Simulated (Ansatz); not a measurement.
ZnSnP₂ (I-42d) from a database of computed structures at its r2SCAN geometry, run in Ansatz at 3 levels of theory. No spin polarisation and no zero-point or thermal motion.

The LDA input:
```yaml
crystal:
  lattice:
    - [-2.8252090207, 2.8252090207, 5.6635693201]
    - [2.8252090207, -2.8252090207, 5.6635693201]
    - [2.8252090207, 2.8252090207, -5.6635693201]
  atoms:
    - { symbol: Zn, position: [0.75, 0.25, 0.5] }
    - { symbol: Zn, position: [0.0, 0.0, 0.0] }
    - { symbol: Sn, position: [0.25, 0.75, 0.5] }
    - { symbol: Sn, position: [0.5, 0.5, 0.0] }
    - { symbol: P, position: [0.375, 0.3532624366, 0.4782624366] }
    - { symbol: P, position: [0.6467375634, 0.125, 0.0217375634] }
    - { symbol: P, position: [0.1032624366, 0.625, 0.9782624366] }
    - { symbol: P, position: [0.875, 0.8967375634, 0.5217375634] }
kpoints:
  mp_grid: { grid: [6, 6, 6] }
  band_path:
    path:
      - [0.0, 0.0, 0.0]
      - [0.0, 0.0, 0.5]
      - [0.25, 0.25, 0.25]
      - [0.0, 0.5, 0.0]
      - [0.5, 0.5, -0.5]
      - [0.3122100766, 0.6877899234, -0.3122100766]
      - [-0.3122100766, 0.3122100766, 0.3122100766]
      - [-0.1244201532, 0.1244201532, 0.5]
      - [0.5, 0.5, -0.1244201532]
    npoints: 1
hamiltonian:
  xc: lda
scf:
  occupations: { method: fixed }
  n_extra_bands: 6
output:
  forces: true
  stress: true
  eigenvalues: true
  write_density: true
  write_potential: true
  elf: true
  volumetric_format: npy
```

Main results, then, where recorded, the levels near the gap in eV from the Fermi energy (columns number the bands from 0), one row a point of the path (Γ, X, P, N, M, S, S₀, R, G):
```
Crystal: 8 atoms, lattice volume = 180.822 Å³
Symmetry: 8 space group operations
Space group: I-42d (ITA 122)
```
```
Basis set: ecut = 420 eV, 3555 PW (Γ)
k-points: 30 of 216 (time reversal used)
SCF 1 converged in 8 iterations: F = -21156.808776 eV  dr2 = 6.46e-9
Free energy (F): -21156.808776 eV
Fermi energy:    7.025199 eV
--- Forces (eV/Å), atoms counted from 1 ---
  atom   1  Zn      0.00000      0.00000      0.00000
  atom   2  Zn      0.00000      0.00000      0.00000
  atom   3  Sn      0.00000      0.00000      0.00000
  atom   4  Sn      0.00000      0.00000      0.00000
  atom   5  P     -0.15128      0.00000      0.00000
  atom   6  P       0.00000      0.15128      0.00000
  atom   7  P       0.00000    -0.15128      0.00000
  atom   8  P       0.15128      0.00000      0.00000
--- Stress (GPa, compression-positive) ---
       -2.772083       0.000000       0.000000
        0.000000      -2.772083       0.000000
        0.000000       0.000000      -2.832847
  P = ⅓ Tr σ = -2.7923 GPa (-27.923 kbar)
```
```tsv
band_31	band_32	band_33	band_34	band_35	band_36	band_37	band_38
-2.527	-2.527	-0.003	0.000	0.000	0.645	1.272	1.508
-1.562	-1.096	-1.096	-0.810	-0.810	0.975	0.975	2.746
-2.226	-1.097	-1.097	-1.067	-1.067	1.555	1.555	2.589
-2.447	-2.287	-1.911	-1.483	-0.996	2.386	2.526	2.665
-2.634	-1.710	-1.710	-1.388	-1.388	1.266	1.266	1.271
-2.877	-2.189	-1.914	-1.121	-0.946	1.470	2.233	2.467
-2.877	-2.189	-1.914	-1.121	-0.946	1.470	2.233	2.467
-1.960	-1.215	-1.215	-1.095	-1.095	1.331	1.331	3.340
-1.960	-1.215	-1.215	-1.095	-1.095	1.331	1.331	3.340
```

The LDA gap is direct at Γ: 0.64 eV.

**Question.** Another run on the same cell gave
```
Basis set: ecut = 500 eV, 4589 PW (Γ)
k-points: 30 of 216 (time reversal used)
SCF 1 converged in 8 iterations: F = -21767.478091 eV  dr2 = 1.38e-8
Free energy (F): -21767.478091 eV
Fermi energy:    7.112743 eV
--- Forces (eV/Å), atoms counted from 1 ---
  atom   1  Zn      0.00000      0.00000      0.00000
  atom   2  Zn      0.00000      0.00000      0.00000
  atom   3  Sn      0.00000      0.00000      0.00000
  atom   4  Sn      0.00000      0.00000      0.00000
  atom   5  P       0.00007      0.00000      0.00000
  atom   6  P       0.00000    -0.00007      0.00000
  atom   7  P       0.00000      0.00007      0.00000
  atom   8  P     -0.00007      0.00000      0.00000
--- Stress (GPa, compression-positive) ---
       -0.004623       0.000000       0.000000
        0.000000      -0.004623       0.000000
        0.000000       0.000000      -0.014014
  P = ⅓ Tr σ = -0.0078 GPa (-0.078 kbar)
```
```tsv
band_31	band_32	band_33	band_34	band_35	band_36	band_37	band_38
-2.597	-2.597	-0.007	0.000	0.000	1.251	1.642	1.884
-1.612	-1.126	-1.126	-0.831	-0.831	1.442	1.442	3.205
-2.235	-1.123	-1.123	-1.085	-1.085	1.971	1.971	3.088
-2.484	-2.322	-1.943	-1.514	-1.005	2.787	2.925	3.054
-2.686	-1.750	-1.750	-1.423	-1.423	1.627	1.627	1.631
-2.916	-2.255	-1.957	-1.140	-0.967	1.842	2.646	2.899
-2.916	-2.255	-1.957	-1.140	-0.967	1.842	2.646	2.899
-2.003	-1.237	-1.237	-1.108	-1.108	1.781	1.781	3.748
-2.003	-1.237	-1.237	-1.108	-1.108	1.781	1.781	3.748
```
Which level of theory and mesh gave it?

**Answer.** It is r2SCAN, on 6×6×6; the blocks that differ from the first input, but for the band path:
```yaml
hamiltonian:
  xc: r2scan
```
The r2SCAN gap is direct at Γ: 1.25 eV. The mean stress is close to zero (-0.01 GPa).

**Question.** In the first input these blocks are replaced (the band path and keys that only write files left aside):
```yaml
kpoints:
  mp_grid: { grid: [4, 4, 4] }
hamiltonian:
  xc: pbe0
```
What comes out?

**Answer.**
```
Basis set: ecut = 420 eV, 3555 PW (Γ)
k-points: 13 of 64 (time reversal used)
SCF 1 stopped early in 3 iterations: F = -21710.847964 eV  dr2 = 4.75e-5
Exchange kernel: α = 0.2500, full range, Wigner–Seitz truncation, v(0) = 17672.6373 eV·Å³, q-mesh 4×4×4
SCF 2 stopped early in 6 iterations: F = -21720.554002 eV  dr2 = 1.85e-5
hybrid outer 1: dexx = +5.873e-2 eV, tail = 1.80e-4 eV
SCF 3 converged in 6 iterations: F = -21720.552891 eV  dr2 = 7.21e-10
hybrid outer 2: dexx = +7.587e-6 eV, tail = 7.82e-8 eV, Δε = 3.62e-3 eV, ΔF = 3.15e-3 eV/Å
Free energy (F): -21720.552891 eV
Fermi energy:    6.518399 eV
--- Forces (eV/Å), atoms counted from 1 ---
  atom   1  Zn      0.00000      0.00000      0.00000
  atom   2  Zn      0.00000      0.00000      0.00000
  atom   3  Sn      0.00000      0.00000      0.00000
  atom   4  Sn      0.00000      0.00000      0.00000
  atom   5  P       0.24299      0.00000      0.00000
  atom   6  P       0.00000    -0.24299      0.00000
  atom   7  P       0.00000      0.24299      0.00000
  atom   8  P     -0.24299      0.00000      0.00000
--- Stress (GPa, compression-positive) ---
        0.142751       0.000000       0.000000
        0.000000       0.142751       0.000000
        0.000000       0.000000       0.221784
  P = ⅓ Tr σ = 0.1691 GPa (1.691 kbar)
```
```tsv
band_31	band_32	band_33	band_34	band_35	band_36	band_37	band_38
-2.779	-2.779	-0.016	0.000	0.000	2.285	2.674	3.025
-1.673	-1.196	-1.196	-0.923	-0.923	2.534	2.534	4.386
-2.394	-1.197	-1.197	-1.169	-1.169	3.091	3.091	4.248
-2.610	-2.510	-2.113	-1.571	-1.110	4.018	4.125	4.218
-2.905	-1.860	-1.860	-1.552	-1.552	2.665	2.665	2.744
-3.118	-2.380	-2.122	-1.217	-1.057	2.939	3.805	4.141
-3.118	-2.380	-2.122	-1.217	-1.057	2.939	3.805	4.141
-2.092	-1.312	-1.312	-1.201	-1.201	2.879	2.879	4.979
-2.092	-1.312	-1.312	-1.201	-1.201	2.879	2.879	4.979
```
PBE0 gives a direct gap of 2.28 eV at Γ. The mean stress, +0.2 GPa, is small, and the program warns that its thresholds are loose for a hybrid's stress.

The hybrids run on coarser meshes, which limits their stresses and small splittings of levels.

Totals of different functionals can't be compared.

Spin-orbit coupling is left out, which matters wherever the heavy atoms make up the band edges.
